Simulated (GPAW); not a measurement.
# TePb (Fm-3m) in GPAW: further runs

Runs on TePb. Level: PBE. Tasks: single point.

All numbers are computed with GPAW 26.7.0; they aren't measurements. Logs are shortened: lines on timing, memory, paths and dates and some standing lists are left out, and cuts for length are marked. The log counts tension as positive stress, the text compression.

## Step 1: Starting point

Symmetry: Fm-3m, No. 225, cubic system. The conventional cell has a = 6.462 Å, b = 6.462 Å, c = 6.462 Å, α = 90.00°, β = 90.00°, γ = 90.00°. Pb (site symmetry m-3m) is surrounded by 6 Te at 3.23 Å. Te (site symmetry m-3m) has 6 Pb at 3.23 Å as nearest neighbours.

## Step 2: Single point, PBE

File run.py:

```python
from ase.dft.bandgap import bandgap
from ase.io import read, write
from ase.units import GPa
from gpaw import GPAW, PW

atoms = read('POSCAR')

calc = GPAW(mode=PW(600),
            xc='PBE',
            kpts={'size': (4, 4, 4), 'gamma': True},
            occupations={'name': 'fermi-dirac', 'width': 0.05},
            nbands=19,
            convergence={'density': 1e-05, 'energy': 1e-05},
            maxiter=50,
            txt='gpaw.txt')
atoms.calc = calc
energy = atoms.get_potential_energy()
forces = atoms.get_forces()
stress = atoms.get_stress()
calc.write('gs.gpw')
write('result.traj', atoms)
print(f'Energy: {energy:.6f} eV')
print('Forces (eV/A):')
print(forces.round(4))
print('Stress (GPa):', (stress / GPa).round(3))
print('Fermi level:', round(calc.get_fermi_level(), 4), 'eV')
print(f'Gap: {bandgap(calc)[0]:.4f} eV, direct: {bandgap(calc, direct=True)[0]:.4f} eV')
```

File POSCAR:

```
TePb
1.0
    0.0000000000      3.2310000000      3.2310000000
    3.2310000000      0.0000000000      3.2310000000
    3.2310000000      3.2310000000      0.0000000000
Pb Te
1 1
Direct
    0.0000000000      0.0000000000      0.0000000000
    0.5000000000      0.5000000000      0.5000000000
```

Potentials or basis: GPAW PAW data sets (gpaw-data 1.2.1), pw.

Launch:

```sh
$ OMP_NUM_THREADS=1 python run.py
```

gpaw.txt:

```text
__  _  _
 | _ |_)|_||  |
 |__||  | ||/\| - 26.7.0

Input parameters:
  mode=PW(ecut=600.0),
  convergence={'density': 1e-05, 'energy': 1e-05},
  kpts=MonkhorstPack(size=(4, 4, 4), gamma=True),
  maxiter=50,
  nbands=19,
  occupations=Occupations(name='fermi-dirac', width=0.05),
  xc=XC(name='PBE')

Diagonalizing LCAO Hamiltonian
Converting LCAO to pw mode

                 Te

       Pb

Atoms  # Å, Bohr magnetons
|   | symbol |        x |        y |        z |    initial magnetic moments |
|---|--------|----------|----------|----------|-----------------------------|
| 0 |     Pb | 0.000000 | 0.000000 | 0.000000 | ( 0.0000,  0.0000,  0.0000) |
| 1 |     Te | 3.231000 | 3.231000 | 3.231000 | ( 0.0000,  0.0000,  0.0000) |

Unit cell  # Å
| periodic |        x |        y |        z |  lengths |    angles |
|----------|----------|----------|----------|----------|-----------|
|      yes | 0.000000 | 3.231000 | 3.231000 | 4.569324 | 60.000000 |
|      yes | 3.231000 | 0.000000 | 3.231000 | 4.569324 | 60.000000 |
|      yes | 3.231000 | 3.231000 | 0.000000 | 4.569324 | 60.000000 |

Number of symmetries: 48
Symmetry operations  # r_c * U_cc + t_c -> r_c
|    | kind |            matrix            |
|----|------|------------------------------|
|  0 |  σ   |  1, 0, 0,  1, 0,-1,  1,-1, 0 |
|  1 |  C2  |  1, 0, 0,  1,-1, 0,  1, 0,-1 |
|  2 |  E   |  1, 0, 0,  0, 1, 0,  0, 0, 1 |
|  3 |  σ   |  1, 0, 0,  0, 0, 1,  0, 1, 0 |
|  4 |  C4  |  1, 0,-1,  1, 0, 0,  1,-1, 0 |
|  5 |  S6  |  1, 0,-1,  1,-1, 0,  1, 0, 0 |
|  6 |  σ   |  1, 0,-1,  0, 1,-1,  0, 0,-1 |
|  7 |  C3  |  1, 0,-1,  0, 0,-1,  0, 1,-1 |
|  8 |  S6  |  1,-1, 0,  1, 0, 0,  1, 0,-1 |
|  9 |  C4  |  1,-1, 0,  1, 0,-1,  1, 0, 0 |
| 10 |  C3  |  1,-1, 0,  0,-1, 1,  0,-1, 0 |
| 11 |  σ   |  1,-1, 0,  0,-1, 0,  0,-1, 1 |
| 12 |  σ   |  0, 1, 0,  1, 0, 0,  0, 0, 1 |
| 13 |  C4  |  0, 1, 0,  0, 1,-1, -1, 1, 0 |
| 14 |  C3  |  0, 1, 0,  0, 0, 1,  1, 0, 0 |
| 15 |  S6  |  0, 1, 0, -1, 1, 0,  0, 1,-1 |
| 16 |  C2  |  0, 1,-1,  1, 0,-1,  0, 0,-1 |
| 17 |  σ   |  0, 1,-1,  0, 1, 0, -1, 1, 0 |
| 18 |  S4  |  0, 1,-1,  0, 0,-1,  1, 0,-1 |
| 19 |  C4  |  0, 1,-1, -1, 1, 0,  0, 1, 0 |
| 20 |  C3  |  0, 0, 1,  1, 0, 0,  0, 1, 0 |
| 21 |  σ   |  0, 0, 1,  0, 1, 0,  1, 0, 0 |
| 22 |  S6  |  0, 0, 1,  0,-1, 1, -1, 0, 1 |
| 23 |  C4  |  0, 0, 1, -1, 0, 1,  0,-1, 1 |
| 24 |  S4  |  0, 0,-1,  1, 0,-1,  0, 1,-1 |
| 25 |  C3  |  0, 0,-1,  0, 1,-1,  1, 0,-1 |
| 26 |  C2  |  0, 0,-1,  0,-1, 0, -1, 0, 0 |
| 27 |  S6  |  0, 0,-1, -1, 0, 0,  0,-1, 0 |
| 28 |  S4  |  0,-1, 1,  1,-1, 0,  0,-1, 0 |
| 29 |  C4  |  0,-1, 1,  0, 0, 1, -1, 0, 1 |
| 30 |  C2  |  0,-1, 1,  0,-1, 0,  1,-1, 0 |
| 31 |  σ   |  0,-1, 1, -1, 0, 1,  0, 0, 1 |
| 32 |  C3  |  0,-1, 0,  1,-1, 0,  0,-1, 1 |
| 33 |  S6  |  0,-1, 0,  0, 0,-1, -1, 0, 0 |
| 34 |  S4  |  0,-1, 0,  0,-1, 1,  1,-1, 0 |
| 35 |  C2  |  0,-1, 0, -1, 0, 0,  0, 0,-1 |
| 36 |  C2  | -1, 1, 0,  0, 1, 0,  0, 1,-1 |
| 37 |  S6  | -1, 1, 0,  0, 1,-1,  0, 1, 0 |
| 38 |  S4  | -1, 1, 0, -1, 0, 1, -1, 0, 0 |
| 39 |  C3  | -1, 1, 0, -1, 0, 0, -1, 0, 1 |
| 40 |  S6  | -1, 0, 1,  0, 0, 1,  0,-1, 1 |
| 41 |  C2  | -1, 0, 1,  0,-1, 1,  0, 0, 1 |
| 42 |  C3  | -1, 0, 1, -1, 1, 0, -1, 0, 0 |
| 43 |  S4  | -1, 0, 1, -1, 0, 0, -1, 1, 0 |
| 44 |  C2  | -1, 0, 0,  0, 0,-1,  0,-1, 0 |
| 45 |  i   | -1, 0, 0,  0,-1, 0,  0, 0,-1 |
| 46 |  σ   | -1, 0, 0, -1, 1, 0, -1, 0, 1 |
| 47 |  C2  | -1, 0, 0, -1, 0, 1, -1, 1, 0 |

BZ-sampling:
  Number of BZ points: 64
  Number of IBZ points: 8

  Monkhorst-Pack size: [4, 4, 4]
  Monkhorst-Pack shift: [0.125, 0.125, 0.125]

K-points  # in reciprocal-cell coordinates
|   |                                coordinates |     weight |
|---|--------------------------------------------|------------|
| 0 | (  0.00000000,   0.00000000,   0.00000000) | 0.01562500 |
| 1 | (  0.25000000,   0.25000000,   0.00000000) | 0.09375000 |
| 2 | (  0.25000000,   0.25000000,   0.25000000) | 0.12500000 |
| 3 | (  0.50000000,   0.25000000,  -0.25000000) | 0.09375000 |
| 4 | (  0.50000000,   0.25000000,   0.25000000) | 0.18750000 |
| 5 | (  0.50000000,   0.50000000,   0.00000000) | 0.04687500 |
| 6 | (  0.50000000,   0.50000000,   0.25000000) | 0.37500000 |
| 7 | (  0.50000000,   0.50000000,   0.50000000) | 0.06250000 |

Plane wave coefficients: 2272
Cutoff: 600.0 eV

Spin-components: 1 (collinear spins)
Bands:           19
Projectors:      11
Spin-degeneracy: 2
Datatype:        complex128

Parallelization:
  kpt:    1
  domain: 1
  band:   1

Density:
  Valence electrons: 20.0
  Components: 1
  Grid points: [27 27 27]
  Charge: 0.0  # |e|

Potential:
  Grid points: [27 27 27]

species:
  Pb:
    name:    Lead
    Z:       82.0
    valence: 14
    core:    68
    charge:  0.0  # [|e|]
    compensation charges:
      type: gauss
      rc: 0.38  # [Å]
      lmax: 2
    cutoffs:
      filter: 2.36  # [Å]
      core: 2.43  # [Å]
    projectors
    | kind |    occ | energy [eV] | rcut [Å] |
    |------|--------|-------------|----------|
    |   6s |  2.000 |     -11.969 |    1.259 |
    |   6p |  2.000 |      -3.506 |    1.275 |
    |   5d | 10.000 |     -21.211 |    1.217 |
    |    s |        |      15.243 |    1.259 |
    |    p |        |      23.705 |    1.275 |
    |    d |        |       6.001 |    1.217 |

    Using partial waves for Pb as LCAO basis

  Te:
    name:    Tellurium
    Z:       52.0
    valence: 6
    core:    46
    charge:  0.0  # [|e|]
    compensation charges:
      type: gauss
      rc: 0.36  # [Å]
      lmax: 2
    cutoffs:
      filter: 2.09  # [Å]
      core: 3.17  # [Å]
    projectors
    | kind |    occ | energy [eV] | rcut [Å] |
    |------|--------|-------------|----------|
    |   5s |  2.000 |     -15.089 |    1.180 |
    |   5p |  4.000 |      -5.955 |    1.196 |
    |    s |        |      12.123 |    1.180 |
    |    p |        |      21.256 |    1.196 |
    |    d |        |       0.000 |    1.238 |

    Using partial waves for Te as LCAO basis

Reference energy: -752065.146798  # eV

eigensolver:
  PPCG
  Converge bands: occupied
  niter=2

density mixing:
  MSR1-Mixer
  Pratt-step length: 0.05
  Maximum mixing coefficient: 0.75
  Old densities: 10
  SVD Regularization: 0.005
  Good broyden scale: 1.0
  Trust region scale: 1.0
  Backstep threshold: 4.0
  History deletion threshold: 6.0
  Fourier metric: weight=20.0, sigma=0.015

occupation numbers:
  Fermi-Dirac:
    width: 0.0500  # eV

poisson solver:
  ecut: 4800.0  # eV

xc functional:
  name: PBE with 2 nearest neighbor stencil

convergence criteria:
- Maximum integral of absolute [dens]ity change: 1e-05 electrons / valence electron
- Maximum [total energy] change in last 3 cyles: 1e-05 eV / valence electron
- Maximum integral of absolute [eigenst]ate change: 4e-08 eV^2 / valence electron
maximum number of iterations: 50

SCF iterations
|iter     | |      energy | eigst |  dens |
|---------|-|-------------|-------|-------|
|iter:   1| |   -7.899425 | -0.13 |       |
|iter:   2| |   -7.877836 | -1.97 | -1.35 |
|iter:   3| |   -7.790339 | -2.11 | -1.40 |
|iter:   4| |   -7.791905 | -3.76 | -1.99 |
|iter:   5| |   -7.792337 | -4.35 | -2.42 |
|iter:   6| |   -7.792349 | -5.81 | -3.31 |
|iter:   7| |   -7.792350c| -6.78 | -3.86 |
|iter:   8| |   -7.792350c| -7.80c| -4.59 |
|iter:   9| |   -7.792350c| -7.93c| -5.46c|

Converged in 9 steps
Energy contributions relative to reference atoms: (reference = -752065.146798)

Energy contributions:
  Kinetic:          19.950063
  Coulomb:         -20.241586
  Zero:              0.140073
  External:          0.000000
  Xc:               -7.640851
  Entropy:          -0.000098
  Spinorbit:         0.000000
  ----------------------------
  Free energy:      -7.792399
  Extrapolated:     -7.792350

dipole moment: (-27.309124, -27.309124, -27.309124)  # |e|*Ang

Fermi level: 6.039
Eigenvalues  # (at kpt = [0.000, 0.000, 0.000])
| band index |      eig [eV] | occ [0-2] |
|------------|---------------|-----------|
|          0 |       -11.057 |     2.000 |
|        ... |               |           |
|          2 |       -11.044 |     2.000 |
|          3 |       -11.044 |     2.000 |
|          4 |       -11.044 |     2.000 |
|          5 |        -6.331 |     2.000 |
|          6 |         0.137 |     2.000 |
|          7 |         4.301 |     2.000 |
|          8 |         4.301 |     2.000 |
|          9 |         4.301 |     2.000 |
|         10 |         9.716 |     0.000 |
|         11 |         9.716 |     0.000 |
|         12 |         9.716 |     0.000 |
|         13 |        11.487 |     0.000 |
|         14 |        11.487 |     0.000 |
|         15 |        11.487 |     0.000 |
|         16 |        13.042 |     0.000 |
|         17 |        13.300 |     0.000 |
|         18 |        13.716 |     0.000 |

Gap: 0.691 eV
Transition (v -> c):
  (s=0, k=7, n=9, [0.50, 0.50, 0.50]) -> (s=0, k=7, n=10, [0.50, 0.50, 0.50])
No difference between direct/indirect transitions

Forces  # eV/Ang
|       x |        y |        z |
|---------|----------|----------|
| 0.00000 | -0.00000 |  0.00000 |  # Pb   0
| 0.00000 |  0.00000 | -0.00000 |  # Te   1

Stress tensor  # eV/Ang^3
|         x |         y |         z |
|-----------|-----------|-----------|
| -0.011612 |  0.000000 |  0.000000 |
|  0.000000 | -0.011612 |  0.000000 |
|  0.000000 |  0.000000 | -0.011612 |

# Writing to gs.gpw (mode='')
```

Wall time 6.1 s (1 thread of AMD EPYC 9R14 (Zen 4), shared host); peak memory 0.16 GiB.

Results:

```yaml
Free_energy: -7.7924 eV
Pressure: 1.9 GPa
Band_gap_on_the_k_mesh: 0.69 eV, direct
```

Caveat: the k mesh is coarse (spacing up to 0.42 Å⁻¹), so the values aren't converged; spin-orbit coupling is left out, which as a rule narrows the gap of such compounds by several tenths of an eV.

(Continued in part 2 of 2.)
